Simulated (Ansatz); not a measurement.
# BN: the cost of one run

Computed with Ansatz 0.2.0 (DFT PBEsol, scalar-relativistic, plane waves, PAW, unless a step's input says otherwise).

2 further runs of the same task are left out: 2 set aside as unsound or not needed.

## Step 1: The system as given

The structure is hexagonal, space group P6_3/mmc (No. 194). Conventional cell: a = 2.504 Å, b = 2.504 Å, c = 7.019 Å, α = 90.00°, β = 90.00°, γ = 120.00°. B (site symmetry -6m2) is surrounded by 3 N at 1.45 Å. N (site symmetry -6m2) has 3 B at 1.45 Å as nearest neighbours.

Structure file:

```
B N
1.0
     2.50435    0.00000    0.00000
    -1.25217    2.16883    0.00000
     0.00000    0.00000    7.01909
B N
2 2
Direct
  0.33333 0.66667 0.25000
  0.66667 0.33333 0.75000
  0.33333 0.66667 0.75000
  0.66667 0.33333 0.25000
```

It is the result of an earlier relaxation at this level (volume 9.53 Å³/atom; gap on the mesh: 4.27 eV).

Bulk energy on matching settings, from an earlier run: -266.8897 eV/atom.

## Step 2: Cutting the (001) slab

Planes are indexed in the bulk's conventional cell (P6_3/mmc (No. 194)), a = 2.504 Å, b = 2.504 Å, c = 7.019 Å, α = 90.00°, β = 90.00°, γ = 120.00°.

The slab is a (001) slab, 10.5 Å thick as cut, with 15 Å of vacuum; its outer planes are BN (top) and BN (bottom).

The slab as cut. Its planes from the bottom up:

| plane | atoms per cell | height over the lowest (Å) |
| --- | --- | --- |
| 1 | BN | 0.00 |
| 2 | BN | 3.51 |
| 3 | BN | 7.02 |
| 4 | BN | 10.53 |

## Step 3: Single point on the unrelaxed (001) slab

The cell repeats along c, and a dipole correction in the vacuum removes the field between the copies.

The input, input.yaml:

```yaml
crystal:
  lattice:
    - [2.504348873, 0.0, 0.0]
    - [-1.2521744365, 2.1688297439, 0.0]
    - [0.0, 0.0, 25.5286415822]
  atoms:
    - { symbol: B, position: [0.6666666667, 0.3333333333, 0.293787665] }
    - { symbol: "N", position: [0.3333333333, 0.6666666667, 0.293787665] }
    - { symbol: B, position: [0.3333333333, 0.6666666667, 0.431262555] }
    - { symbol: "N", position: [0.6666666667, 0.3333333333, 0.431262555] }
    - { symbol: B, position: [0.6666666667, 0.3333333333, 0.568737445] }
    - { symbol: "N", position: [0.3333333333, 0.6666666667, 0.568737445] }
    - { symbol: B, position: [0.3333333333, 0.6666666667, 0.706212335] }
    - { symbol: "N", position: [0.6666666667, 0.3333333333, 0.706212335] }
basis:
  ecutwfc: 420
kpoints:
  mp_grid: { grid: [12, 12, 1] }
hamiltonian:
  xc: pbesol
scf:
  occupations: { method: gaussian, width: 0.05 }
output:
  forces: true
  stress: true
  eigenvalues: true
  write_density: true
  write_potential: true
  elf: true
  volumetric_format: npy
efield:
  axis: 3
  dipole_correction: true
  ramp_width: 0.04
```

Command:

```
ansatz run input.yaml --threads 1 --pin off --max-ram 2560MiB --backend cpu --events-out ev --progress --plain --runs-dir out
```

**Question.** How long does this run take on 1 thread of Intel Xeon at 2.50GHz (Skylake/Cascade Lake), shared host, and how much memory does it need?

About 27 s, with a peak of 0.36 GiB.
